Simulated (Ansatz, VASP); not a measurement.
## ZrIn26P26 (V_P-Zr_In) in two plane-wave programs

One calculation is typed for both programs; each brings its own data sets. How far apart do they land? The cell is taken from a series of runs on this material, whose earlier steps may have relaxed, scaled, displaced or heated it; both programs get it as it stands.

Program: Ansatz 0.2.0. Level of theory: plane waves, with VASP 6.6.1 beside it; single point at r2SCAN. Results are calculated unless marked as measured.

## (1) Set-up

The cell holds 53 atoms: 26 In, 26 P and 1 Zr. Cell: a = 12.532 Å, b = 12.532 Å, c = 12.532 Å, α = 60.0°, β = 60.0°, γ = 60.0°. It derives from InP (InP (F-43m)). Nearest the centre at fractional (0.375, 0.375, 0.542): Zr53 at 0.81 Å, In14 at 2.89 Å, In22 at 2.90 Å, In16 at 2.91 Å, P38 at 3.06 Å, P32 at 3.07 Å, P40 at 3.07 Å, P37 at 4.35 Å.

As a file:

```cif
data_structure
_symmetry_space_group_name_H-M 'P 1'
_symmetry_Int_Tables_number 1
_cell_length_a 12.5318
_cell_length_b 12.5318
_cell_length_c 12.5318
_cell_angle_alpha 60.000
_cell_angle_beta 60.000
_cell_angle_gamma 60.000
_cell_volume 1391.64
loop_
_atom_site_label
_atom_site_type_symbol
_atom_site_fract_x
_atom_site_fract_y
_atom_site_fract_z
_atom_site_occupancy
In1 In 0.99912 0.99969 0.99958 1
In2 In 0.00053 0.00116 0.33125 1
In3 In 0.00024 0.00079 0.66534 1
In4 In 0.99939 0.33439 0.99907 1
In5 In 0.00047 0.33428 0.33141 1
In6 In 0.99928 0.33468 0.66461 1
In7 In 0.99912 0.66876 0.99963 1
In8 In 0.99915 0.66660 0.33460 1
In9 In 0.99943 0.66851 0.66450 1
In10 In 0.33377 0.00001 0.99908 1
In11 In 0.33368 0.00106 0.33140 1
In12 In 0.33412 0.99982 0.66463 1
In13 In 0.33365 0.33425 0.99983 1
In14 In 0.33938 0.33986 0.35210 1
In15 In 0.33389 0.66427 0.00458 1
In16 In 0.33910 0.63705 0.35125 1
In17 In 0.33408 0.66842 0.66478 1
In18 In 0.66820 0.99968 0.99963 1
In19 In 0.66607 0.99968 0.33461 1
In20 In 0.66794 0.00000 0.66452 1
In21 In 0.66371 0.33445 0.00457 1
In22 In 0.63633 0.33972 0.35125 1
In23 In 0.66788 0.33464 0.66476 1
In24 In 0.66380 0.66439 0.00447 1
In25 In 0.66614 0.66670 0.33454 1
In26 In 0.66611 0.66665 0.66771 1
P27 P 0.08378 0.08439 0.08043 1
P28 P 0.08365 0.08425 0.41500 1
P29 P 0.08344 0.08399 0.74936 1
P30 P 0.08368 0.41856 0.08057 1
P31 P 0.08554 0.41685 0.41523 1
P32 P 0.09736 0.41441 0.74071 1
P33 P 0.08323 0.74995 0.08404 1
P34 P 0.08531 0.74967 0.41516 1
P35 P 0.08342 0.75028 0.74938 1
P36 P 0.41799 0.08427 0.08057 1
P37 P 0.41631 0.08604 0.41524 1
P38 P 0.41381 0.09791 0.74076 1
P39 P 0.41352 0.41408 0.09399 1
P40 P 0.41374 0.41427 0.74140 1
P41 P 0.41360 0.74596 0.09342 1
P42 P 0.41635 0.74952 0.41532 1
P43 P 0.41582 0.74886 0.75351 1
P44 P 0.74938 0.08379 0.08405 1
P45 P 0.74904 0.08592 0.41518 1
P46 P 0.74972 0.08398 0.74938 1
P47 P 0.74532 0.41421 0.09342 1
P48 P 0.74891 0.41691 0.41531 1
P49 P 0.74831 0.41636 0.75351 1
P50 P 0.74937 0.74993 0.08401 1
P51 P 0.74933 0.74987 0.41799 1
P52 P 0.74840 0.74897 0.75337 1
Zr53 Zr 0.34854 0.34914 0.62121 1
```

## (2) Ansatz: single point, r2SCAN

Ansatz runs on its PAW soft_1 files.

A single point gives forces, pressure and levels at one fixed geometry, so differences don't come from the geometry; what else differs is listed under the comparison.

Input file input.yaml:

```yaml
crystal:
  checkpoint: "../q0_M2.relax.run"
  host: checkpoint
basis:
  ecutwfc: 500
  xc_grid: 2
hamiltonian:
  xc: r2scan
  pseudopotentials: { kind: paw, azcp: { folder: soft_1 } }
kpoints:
  mp_grid: { grid: [2, 2, 2], shift: [0.5, 0.5, 0.5] }
magnetization:
  spin_polarized: true
  initial_magnetization: 2
  spin_locking: { lock_magnetization: hard }
scf:
  occupations: { method: fixed }
  max_iter: 80
output:
  forces: true
  charged_corrections:
    epsilon: 11.88
    static_epsilon: 14.87
    defect_position: [0.375, 0.375, 0.541667]
  eigenvalues: true
  eigenstates: { localisation: true }
  efg: {}
checkpoint:
  read: "../q0_M2.relax.run"
  write: "../q0_M2.semi.run"
  compress: false
  write_wavefunctions: false
  write_every: 100000
```

The run is started by

```console
> ansatz run input.yaml --threads 32 --pin off --max-ram 84787MiB --backend cuda --events-out ev --progress --plain --runs-dir out --max-vram 78GiB
```

Numbers of over 12 decimals in the logs are rounded to 6 here.

Output:

```text
Warning: This run holds its total moment fixed (magnetization.spin_locking.lock_magnetization: hard) and mixes its density by anderson or broyden (scf.mixing.algorithm, typed or taken by auto). Slabs with a fixed moment have converged under broyden above another state at the same moment, at the default mixing steps and at smaller ones, and under scf.lower_state_search: standard, light or off a state that such a mixer
crystal.checkpoint: the structure is that of <dir>, a `relax` run, at its step 7: its result, under r2scan at a charge of 0 e; 53 atoms read, 0 with a starting moment; crystal.structure_sha256 for this input is
Zr, In: output.efg is read without spin–orbit coupling, which moves field gradients at and beside such atoms by some per cent and up to a factor of two; PAW files take it under magnetization.noncollinear and magnetization.spin_orbit
Engine: ansatz 0.2.0, aarch64-unknown-linux-gnu
Pseudopotentials: kind: paw
Pseudopotential: In, paw, valence charge 13, recommended cutoff 500 eV (meta_gga), soft_1/In.paw.azcp
Pseudopotential: P, paw, valence charge 5, recommended cutoff 500 eV (meta_gga), soft_1/P.paw.azcp
Pseudopotential: Zr, paw, valence charge 12, recommended cutoff 500 eV (meta_gga), soft_1/Zr.paw.azcp
Functional definition: r2SCAN
  parameter k0 = 0.174
  parameter k1 = 0.065
  parameter a1 = 4.9479
  exchange = r2scan_x(k0 = k0, k1 = k1, a1 = a1)
  correlation = r2scan_c
device memory: the entry about to start is reckoned to put 28.3 GiB on a device that reports 174.2 GiB free (of which the cap on the GPU budget leaves the run 78.0 GiB)
GPU FFT provider: cuFFT
GPU libraries: cuBLAS 13.8.1, cuFFT 12.4.0, cuSOLVER 12.3.2
GPU matrix products: emulated (plane waves: as basis.precision tells), large ones in fixed point in workspaces of 1.00 GiB
Crystal: 53 atoms, lattice volume = 1391.640 Å³
Basis set: ecut = 500 eV, 35557 PW (Γ), exchange–correlation on 192×192×192 points (8 copies of the dense FFT grid, shifted against one another)
Bands: 294, of which v1, the nominal top of the filled ones, is band 240 counted from 1 (239 counted from 0)
Symmetry: 1 space group operations
Space group: P1 (ITA 1), of the structure as read, at distance tolerance 1.1e-4 Å
Magnetic group: BNS 1.1 (UNI 1), of the structure as read, at distance tolerance 1.1e-4 Å
k-points: 4 of 8 (time reversal used)
Non-local potential: In, projectors of the file, l = 0: 2, l = 1: 2, l = 2: 2, l = 3: 1
Non-local potential: P, projectors of the file, l = 0: 2, l = 1: 2, l = 2: 1
Non-local potential: Zr, projectors of the file, l = 0: 3, l = 1: 2, l = 2: 2, l = 3: 1
PAW form: soft (Blöchl's): semilocal exchange-correlation on the pseudo side does not see the compensation charge
PAW frozen core: In, regenerated for the run's functional (the file was generated under x = pbe(κ = 0.804, μ = 0.219515), c = pbe(β = 0.066725))
PAW frozen core: P, regenerated for the run's functional (the file was generated under x = pbe(κ = 0.804, μ = 0.219515), c = pbe(β = 0.066725))
PAW frozen core: Zr, regenerated for the run's functional (the file was generated under x = pbe(κ = 0.804, μ = 0.219515), c = pbe(β = 0.066725))
PAW one-centre angular grid: In, 590 points (default); XC on 160 Gauss nodes
PAW one-centre angular grid: P, 302 points (default); XC on 160 Gauss nodes
PAW one-centre angular grid: Zr, 590 points (default); XC on 160 Gauss nodes
Initial density: read from a saved state, or passed on in memory by an earlier SCF of this step, an earlier step, the calling program or the single point that the run made first
Stability of the state it starts from, as read at its close in the collinear treatment: not read, because the mixer in use, unlike msr1, does not test its closes by its own steps (another_mixer); its run was given moments
Starting moments: Σ|m| = 2 μB on 53 of 53 sites; this step starts from the density that it was given
Initial wavefunctions: those read from a saved state, or passed on in memory by an earlier step or the calling program
GPU buffer pool allocated for 884736 grid points (all kernels)
GPU transforms: local potential and band sums: pruned to the plane-wave sphere, on 96×96×96
Functional: x = r2scan, c = r2scan; τ floored in thin density (d = 2e-4 eV/Å³)
SCF iter   1: F=—  HF=-169860.097113 eV  |Δ(HF+E_count)|=         —  Δρ=2.54e-7 (↑2.48e-7 ↓2.54e-7)  dr2=4.16e-9  dr2_τ=2.18e-11  dr2_m=8.67e-12  M=2.000 μB ∫|m|=2.231 μB  Hψ=5814
preconditioner: auto → Resta (q_TF=auto, 2.285 Å⁻¹)  ε∞=3.5  [insulator: Δε(μ)=0.592 eV  Ē_g=13.557 eV  n_scr=282 (ndim 8)  ℏωp=21.6 eV  f_vac=0.014  ε∞_Penn≈3.5]
spin=Collinear: Resta preconditioning applied to the charge; magnetization (m = ρ↑ − ρ↓) channel mixes plain (no charge-response kernel on spin).
SCF iter   2: F=-169860.097113 eV  HF=-169860.097113 eV  |Δ(HF+E_count)|=  9.90e-10  Δρ=1.90e-7 (↑1.89e-7 ↓1.90e-7)  dr2=2.40e-9  dr2_τ=7.20e-12  dr2_m=1.08e-12  M=2.000 μB ∫|m|=2.231 μB  Hψ=4294
SCF 1 converged in 2 iterations: F = -169860.097113 eV  dr2 = 2.40e-9
  greatest PAW one-centre occupation: 1.005 electrons in one spin orbital (limit 2), on the Zr atom at site 27 (counted from 0), in its partial waves of l = 0
this state was not tested for a lower state beside it, because the mixer in use, unlike msr1, does not test its closes by its own steps (another_mixer; see scf.mixing.algorithm and scf.lower_state_search)
SCF converged after 2 iterations
Magnetization: 2.0000 μB (241.0000 up, 239.0000 down)
Absolute magnetization: 2.2430 μB (∫|ρ↑−ρ↓|, with the PAW one-centre terms)
Spin contamination: 0.0201 ħ² per cell (⟨S²⟩ above its minimum at these occupations)
Per-site moments (μB) at R_I (Å): [(5.6947168099667055e-5, 1.054150), (0.00182623, 1.055196), (0.00983494, 1.055030), (0.00245328, 1.055030), (-0.000131849, 1.056599), (-0.000718128, 1.056124), (0.00297294, 1.055127), (0.00232518, 1.055095), (0.010694, 1.0
Free energy (F): -169860.097113 eV
Harris-Foulkes:  -169860.097113 eV  (|F-HF|=1.31e-9)
Internal energy: -169860.097113 eV  (E = F + TS)
E sigma→0 (E₀):  -169860.097113 eV
Fermi energy:    6.976494 (↑ 6.976494, ↓ 6.295362) eV
--- Per-component energies (eV) ---
  E_band       = -1933.382537
  E_kinetic    = 7750.603782
  E_local      = -35961.837416  (includes V_loc(G=0)·N_el)
  E_nonlocal   = 9412.097789
  E_hartree    = 14369.662869
  E_xc         = -5318.791628
  E_vxc        = -4329.913498  (∫ρ·V_xc dr)
  E_paw        = -127846.952905  (= ΣΔE_a)
  E_vpaw       = -7798.807701  (= ΣTr[D̂ρ^β])
  E_aug_tail   = -0.002043  (compensation charges beyond the density's cutoff)
  E_vtau       = 255.150866  (kinetic-family band-sum trace: ∫τ·v_τ [+ j·A + Jᵃ·Aᵃ] dr)
  E_ewald      = -32287.455211
  E_core_change = 22.577649  (= ΣΔE_core)
  E_smearing   = -0.000000  (= −TS)
  E_closure    = 0.000000  (closes the sum)
  Σ components = -169860.097113   (vs F -169860.097113, Δ=0.00e0)
--- Forces (eV/Å), atoms counted from 1 ---
  atom   1  In     0.00066536     0.00047303     0.00024897
  atom   2  P      0.00068571     0.00005260     0.00031752
  atom   3  In    -0.00109918    -0.00182854     0.00008343
  atom   4  P     -0.00006143     0.00008610     0.00009001
  atom   5  In     0.00050745    -0.00007026    -0.00118668
  atom   6  P     -0.00072236    -0.00138032     0.00003420
  [... 47 more lines of this table ...]
  max |Σ_I F_I| component: 2.59e-4 eV/Å
--- PAW observables at the nuclei: V_zz in 10²¹ V/m², potentials from the cell's mean, atoms counted from 1 ---
  atom   1  In V_zz =    +1.055990   η = 0.4717   by run symmetry: allowed
            electrostatic potential = -7936.973504 V   contact ρ = 1198141.535077 e/Å³   contact ρ_s (e/Å³): all electrons +0.020286, valence +0.019839
  atom   2  P  V_zz =    +0.348541   η = 0.6050   by run symmetry: allowed
            electrostatic potential = -1494.265745 V   contact ρ = 16088.405466 e/Å³   contact ρ_s (e/Å³): all electrons +0.022891, valence +0.021881
  atom   3  In V_zz =    -0.767107   η = 0.5457   by run symmetry: allowed
            electrostatic potential = -7936.936581 V   contact ρ = 1198143.422683 e/Å³   contact ρ_s (e/Å³): all electrons +1.030341, valence +0.983611
  [... 100 more lines of this table ...]
--- Band table (eV; the first three rows and the last of 8) ---
  k-point 0 ↑: bands = ["-44.9333", "-22.2465", "-22.2460", "-22.2270", "-8.3933", "-8.3929", "-8.3613", "-8.3494", "-8.3469", "-8.3449", "-8.3327", "-8.3314", "-8.3265", "-8.3165", "-8.3144", "-8.312
  k-point 1 ↑: bands = ["-44.9333", "-22.2465", "-22.2460", "-22.2270", "-8.3948", "-8.3933", "-8.3659", "-8.3519", "-8.3464", "-8.3417", "-8.3337", "-8.3301", "-8.3249", "-8.3187", "-8.3175", "-8.314
  k-point 2 ↑: bands = ["-44.9333", "-22.2465", "-22.2460", "-22.2270", "-8.3961", "-8.3926", "-8.3638", "-8.3528", "-8.3477", "-8.3459", "-8.3317", "-8.3267", "-8.3249", "-8.3181", "-8.3131", "-8.310
  k-point 3 ↓: bands = ["-44.6591", "-21.9643", "-21.9484", "-21.8085", "-8.3938", "-8.3903", "-8.3613", "-8.3515", "-8.3462", "-8.3443", "-8.3300", "-8.3247", "-8.3214", "-8.3141", "-8.3087", "-8.306
```

## (3) VASP: single point, r2SCAN

The same cell, functional and mesh now go to VASP, with its own data sets.

Lines of VASP's logs that name or quote its potential files are left out, and so is its time.

Input file INCAR:

```
SYSTEM = ZrIn26P26
PREC = Accurate
ENCUT = 440
EDIFF = 1E-06
NELM = 200
ISMEAR = 0
SIGMA = 0.01
LREAL = Auto
ALGO = Normal
METAGGA = R2SCAN
LASPH = .TRUE.
NBANDS = 278
ISPIN = 2
MAGMOM = 0 0.01 -0 0 0.01 0 0 -0 0 0 0.01 0 0 0.06 0 0.06 0 0 -0 0 0 0.06 0 -0 -0 -0 0 0 -0 0 0.06 0 -0 0.06 -0 0 0.06 0 -0 -0 -0 0.06 -0 -0 0.06 -0 -0 0.06 -0 -0 0.01 -0 0.28
LMAXMIX = 4
LORBIT = 11
LWAVE = .FALSE.
LCHARG = .FALSE.
ISIF = 2
ISYM = 0
NUPDOWN = 2
GGA_COMPAT = .FALSE.
LMIXTAU = .TRUE.
```

Input file POSCAR:

```
ZrIn26P26
1.0
    0.0000000000      8.8613319841      8.8613319841
    8.8613319841      0.0000000000      8.8613319841
    8.8613319841      8.8613319841      0.0000000000
In P Zr
26 26 1
Direct
    0.9991200000      0.9996900000      0.9995800000
    0.0005300000      0.0011600000      0.3312500000
    0.0002400000      0.0007900000      0.6653400000
    0.9993900000      0.3343900000      0.9990700000
    0.0004700000      0.3342800000      0.3314100000
    0.9992800000      0.3346800000      0.6646100000
    0.9991200000      0.6687600000      0.9996300000
    0.9991500000      0.6666000000      0.3346000000
    0.9994300000      0.6685100000      0.6645000000
    0.3337700000      0.0000100000      0.9990800000
    0.3336800000      0.0010600000      0.3314000000
    0.3341200000      0.9998200000      0.6646300000
    0.3336500000      0.3342500000      0.9998300000
    0.3393800000      0.3398600000      0.3521000000
    0.3338900000      0.6642700000      0.0045800000
    0.3391000000      0.6370500000      0.3512500000
    0.3340800000      0.6684200000      0.6647800000
    0.6682000000      0.9996800000      0.9996300000
    0.6660700000      0.9996800000      0.3346100000
    0.6679400000      0.0000000000      0.6645200000
    0.6637100000      0.3344500000      0.0045700000
    0.6363300000      0.3397200000      0.3512500000
    0.6678800000      0.3346400000      0.6647600000
    0.6638000000      0.6643900000      0.0044700000
    0.6661400000      0.6667000000      0.3345400000
    0.6661100000      0.6666500000      0.6677100000
    0.0837800000      0.0843900000      0.0804300000
    0.0836500000      0.0842500000      0.4150000000
    0.0834400000      0.0839900000      0.7493600000
    0.0836800000      0.4185600000      0.0805700000
    0.0855400000      0.4168500000      0.4152300000
    0.0973600000      0.4144100000      0.7407100000
    0.0832300000      0.7499500000      0.0840400000
    0.0853100000      0.7496700000      0.4151600000
    0.0834200000      0.7502800000      0.7493800000
    0.4179900000      0.0842700000      0.0805700000
    0.4163100000      0.0860400000      0.4152400000
    0.4138100000      0.0979100000      0.7407600000
    0.4135200000      0.4140800000      0.0939900000
    0.4137400000      0.4142700000      0.7414000000
    0.4136000000      0.7459600000      0.0934200000
    0.4163500000      0.7495200000      0.4153200000
    0.4158200000      0.7488600000      0.7535100000
    0.7493800000      0.0837900000      0.0840500000
    0.7490400000      0.0859200000      0.4151800000
    0.7497200000      0.0839800000      0.7493800000
    0.7453200000      0.4142100000      0.0934200000
    0.7489100000      0.4169100000      0.4153100000
    0.7483100000      0.4163600000      0.7535100000
    0.7493700000      0.7499300000      0.0840100000
    0.7493300000      0.7498700000      0.4179900000
    0.7484000000      0.7489700000      0.7533700000
    0.3485400000      0.3491400000      0.6212100000
```

Input file KPOINTS:

```
Points of the shifted mesh
8
Reciprocal
 0.2500000000  0.2500000000  0.2500000000 1
 0.2500000000  0.2500000000  0.7500000000 1
 0.2500000000  0.7500000000  0.2500000000 1
 0.2500000000  0.7500000000  0.7500000000 1
 0.7500000000  0.2500000000  0.2500000000 1
 0.7500000000  0.2500000000  0.7500000000 1
 0.7500000000  0.7500000000  0.2500000000 1
 0.7500000000  0.7500000000  0.7500000000 1
```

The projector-augmented-wave data sets are In_d, P and Zr_sv (PBE family, release 64).

The run is started by

```console
> export OMP_NUM_THREADS=3
> mpirun -np 1 vasp_std
```

Output:

```text
[banner, memory and clock lines left out]
running    1 mpi-ranks, on    1 nodes
[...]
Offloading initialized ...    1 GPUs detected
[...]
|                                                                             |
|               ----> ADVICE to this user running VASP <----                  |
|                                                                             |
|     You enforced a specific xc type in the INCAR file but a different       |
|     [... a line on the potential file left out ...]
|     I HOPE YOU KNOW WHAT YOU ARE DOING!                                     |
|                                                                             |

 LDA part: xc-table for (None), standard interpolation
 POSCAR, INCAR and KPOINTS ok, starting setup
[...]
entering main loop
       N       E                     dE             d eps       ncg     rms          rms(c)
DAV:   1     0.479731364550E+04    0.47973E+04   -0.18818E+05  8896   0.180E+03
DAV:   2     0.867245134334E+02   -0.47106E+04   -0.46293E+04  8896   0.516E+02
DAV:   3    -0.855201773079E+03   -0.94193E+03   -0.88933E+03  9706   0.242E+02
DAV:   4    -0.956304497859E+03   -0.10110E+03   -0.99456E+02 11280   0.721E+01
[...]
DAV:  16    -0.860687619958E+03    0.10975E-05   -0.11181E-05  8904   0.730E-03    0.169E-02
DAV:  17    -0.860687621984E+03   -0.20258E-05   -0.18014E-06  6064   0.493E-03    0.683E-03
DAV:  18    -0.860687622838E+03   -0.85402E-06   -0.65739E-07  5274   0.333E-03
   1 F= -.86068762E+03 E0= -.86068762E+03  d E =-.520705E-24  mag=     2.0000
```

OUTCAR, selected parts (step 3):

```text
  FREE ENERGIE OF THE ION-ELECTRON SYSTEM (eV)
  ---------------------------------------------------
  free  energy   TOTEN  =      -860.6876228377 eV

  energy  without entropy=     -860.6876228377  energy(sigma->0) =     -860.68762284

 magnetization (x)
# of ion       s       p       d       tot
------------------------------------------
    1        0.000  -0.000   0.000   0.000
    2        0.004   0.011   0.002   0.018
    3        0.000  -0.000   0.000  -0.000
    4        0.003   0.002   0.000   0.005
    5        0.005   0.012   0.003   0.019
    6        0.001   0.001   0.000   0.002
    7        0.000  -0.000   0.000  -0.000
    8       -0.001  -0.002   0.001  -0.002
    9        0.001   0.001   0.000   0.001
   10        0.003   0.002   0.000   0.005
   11        0.005   0.012   0.003   0.019
   12        0.001   0.001   0.000   0.002
   13        0.003   0.002   0.000   0.005
[...]
--------------------------------------------------
tot          0.210   0.462   0.352   1.023

[... 1 further part left out ...]
```

The run ends at a pressure of -1.21 GPa, with forces up to 0.011 eV/Å.

## (4) Differences

Known differences besides the potentials themselves: VASP starts from the moments at which Ansatz ended; VASP keeps PBE cores, Ansatz makes them for the functional; fixed occupations in Ansatz, narrow Gaussian smearing in VASP; the cutoff is 500 eV in Ansatz and 440 eV in VASP (PREC = Accurate, projectors in real space); site moments are counted in spheres of each program's own size. Total energies have different zeros and are not compared.

The two programs side by side:

```csv
quantity,Ansatz,VASP,difference
"total moment, fixed by the input (μB)",2.00,2.00,0.00
moment on Zr53 (μB),0.28,0.36,-0.07
moment on In14 (μB),0.06,0.10,-0.04
moment on In22 (μB),0.06,0.10,-0.04
moment on In16 (μB),0.06,0.10,-0.04
moment on P42 (μB),0.06,0.05,+0.01
moment on P48 (μB),0.06,0.05,+0.01
moment on P37 (μB),0.06,0.05,+0.01
moment on P31 (μB),0.06,0.05,+0.01
```

At this near-relaxed geometry the largest component of a force difference is 11 meV/Å.

## (5) Outcome

```yaml
difference_in_moment_on_zr53_single_point_r2scan: -0.074 μB
```

In words: The difference in moment on Zr53 is -0.074 μB (single point, r2SCAN). Such differences can come from data sets, numerical settings and the points named under the comparisons, not from the functional's error against experiment.

[Lines on the potential files, build, host, timing and source positions are cut from VASP's logs without a mark.]

[Logs are printed without paths, hosts, clocks, repeated set-up lines and the standing remarks that a program may print on its own settings, such as how far it seeks lower states.]

[Hosts, paths, dates, database ids (printed as entryN), source tags and the programs' standing remarks are cut or masked in the printed files.]
